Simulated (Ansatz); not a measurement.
Cl on several prototypes, a ranking of structure types by relaxed energy

Program: Ansatz 0.2.0 through its Python package.

Run as a notebook:

In [1]:
```python
import warnings

import ansatz as az
import numpy as np
import spglib
```

In [2]:
```python
def diamond(first, a):
    return az.Crystal.diamond(first, a=a)


def hcp(first, a):
    return (
        az.Lattice.from_parameters(a, a, 1.633 * a, alpha=90, beta=90, gamma=120)
        .space_group(194)
        .atom(first, [1 / 3, 2 / 3, 0.25])
    )


def bcc(a_site, a):
    return az.Crystal.bcc(a_site, a=a)
```

In [3]:
```python
def run_phase(name, crystal, relax=True):
    calc = (
        crystal.calculation()
        .functional(az.Functional.PBE)
        .scf(tolerance=1e-08)
        .basis(460)
        .kpoints(spacing=0.27)
        .occupations("fermi_dirac", width=0.02)
        .stress()
        .band_table()
    )
    if relax:
        calc = calc.relax(force_tolerance=0.03, max_steps=40, cell=True)
    return calc.run()
```

In [4]:
```python
def bulk_modulus(name, outcome, step=0.02):
    # B = -V dP/dV from the pressures of two uniformly scaled cells, atoms held at their fractions
    pressure = []
    for factor in (1 - step, 1.0, 1 + step):
        cell = az.Crystal(lattice=az.Lattice.of(outcome.lattice.cell_ang * factor ** (1 / 3)))
        for site in outcome.report["lattice"]["sites"]:
            cell = cell.atom(site["symbol"], site["position_frac"])
        pressure.append(np.trace(run_phase(name, cell, relax=False).report["stress_gpa"]) / 3)
    slope, bend = (pressure[0] - pressure[2]) / (2 * step), abs(pressure[0] + pressure[2] - 2 * pressure[1])
    # a jump of mesh or basis between the cells shows as a kink: no modulus then
    return float(slope) if bend < 12 * step**2 * abs(slope) + 0.15 and abs(pressure[1]) < 1.5 else float("nan")


def volume_per_atom(outcome):
    return abs(np.linalg.det(outcome.lattice.cell_ang)) / len(outcome.lattice.sites)


def space_group(outcome):
    sites = outcome.report["lattice"]["sites"]
    kinds = sorted({site["symbol"] for site in sites})
    cell = (outcome.lattice.cell_ang, [site["position_frac"] for site in sites], [kinds.index(site["symbol"]) for site in sites])
    return spglib.get_spacegroup(cell, symprec=0.01)
```

In [5]:
```python
# a is a first guess in angstrom
warnings.simplefilter("ignore", az.DeckWarning)
```

In [6]:
```python
phases = {}
phases["diamond"] = diamond("Cl", 6.15)
phases["hcp"] = hcp("Cl", 3.16)
phases["bcc"] = bcc("Cl", 3.55)
```

In [7]:
```python
done = {}
for name, crystal in phases.items():
    done[name] = run_phase(name, crystal)
    print(f"{name}: {done[name].report['energy_sigma0_ev']:.4f} eV, {len(done[name].lattice.sites)} atoms")
```
```text
diamond: -2157.3169 eV, 2 atoms
hcp: -2157.5338 eV, 2 atoms
bcc: -1078.6210 eV, 1 atoms
```

In [8]:
```python
energy = {name: o.report["energy_sigma0_ev"] / len(o.lattice.sites) for name, o in done.items()}
lowest = min(energy.values())
rows = [(name, len(o.lattice.sites), 1000 * (energy[name] - lowest), volume_per_atom(o), space_group(o), bulk_modulus(name, o)) for name, o in done.items()]
rows.sort(key=lambda row: row[2])
print("     phase       atoms  dE (meV/atom)  V (A^3/atom)  space group     B (GPa)")
for row in rows:
    print(f"{str(row[0]):>10}  {row[1]:10d}  {row[2]:13.1f}  {row[3]:12.3f}  {str(row[4]):>11}  {row[5]:10.0f}")
print("order:", " < ".join(row[0] for row in rows))
```
```text
     phase       atoms  dE (meV/atom)  V (A^3/atom)  space group     B (GPa)
       hcp           2            0.0        22.991  P6_3/mmc (194)          32
   diamond           2          108.5        33.497  Fd-3m (227)          19
       bcc           1          145.9        21.446  Im-3m (229)          32
order: hcp < diamond < bcc
```

By space group at the end of each run: P6_3/mmc (+0 meV an atom, 23.0 Å³), Fd-3m (+108 meV an atom, 33.5 Å³) and Im-3m (+146 meV an atom, 21.4 Å³).

Notes:
- Absolute energies stand on the zero of these potentials, so only differences at equal settings mean something.
- For the metals among these phases the mesh is modest: differences between phases can be off by up to 40 meV an atom.
- The program warned that this SCF threshold is loose for forces or stresses.
- No spin polarisation was allowed.
- Pressure is positive in compression.
- The cells are built on prototypes, so most aren't the phase found in nature. Rows bear the name of their start, and a relaxation keeps or raises the symmetry. Differences under about 40 meV an atom lie within the error of mesh and functional.
- The script silences the warnings on its input, which a real study should read.
- Timing: 27 s on 1 thread of Arm Neoverse V2, with other jobs on the host, peak memory 0.4 GiB.
